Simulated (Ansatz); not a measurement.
FePt (Tetraferroplatinum):

```
Pt Fe
1.0
     2.72350    0.00000    0.00000
     0.00000    2.72350    0.00000
     0.00000    0.00000    3.72000
Pt Fe
1 1
Cartesian
  1.3618 1.3618 1.8600
  0.0000 0.0000 0.0000
```

| Property | Result |
| --- | --- |
| Program | Ansatz 0.2.0 |
| Task | relaxation of cell and atoms |
| Functional | RPBE |
| Potentials or basis | all-electron LAPW, scalar-relativistic |
| Basis error allowed | 0.001 eV/atom |
| k mesh | 10 × 10 × 7 |
| Occupations | fermi-dirac, width 0.05 eV |
| Spin | collinear spin, ferromagnetic start |
| Starting moments | [0.0, 3.0] μB |

At the start: volume 13.80 Å³/atom.

How do energy, volume and symmetry change on relaxing?

Over 5 steps the energy falls by 14.5 meV/atom and the volume is 14.38 Å³/atom (+4.2 %); space group P4/mmm (No. 123, to 0.05 Å); moment 3.39 μB per cell.

Step by step:
| step | energy change (eV) | largest force (eV/Å) | volume (Å³) |
| --- | --- | --- | --- |
| 1 | 0.0000 | 0.0000 | 27.59 |
| 2 | -0.0251 | 0.0000 | 29.21 |
| 3 | -0.0290 | 0.0000 | 28.79 |
| 4 | -0.0291 | 0.0000 | 28.75 |
| 5 | -0.0291 | 0.0000 | 28.75 |

Final structure:
```
Pt Fe
1.0
     2.76002    0.00000    0.00000
     0.00000    2.76002    0.00000
     0.00000    0.00000    3.77449
Pt Fe
1 1
Direct
  0.50000 0.50000 0.50000
  0.00000 0.00000 0.00000
```
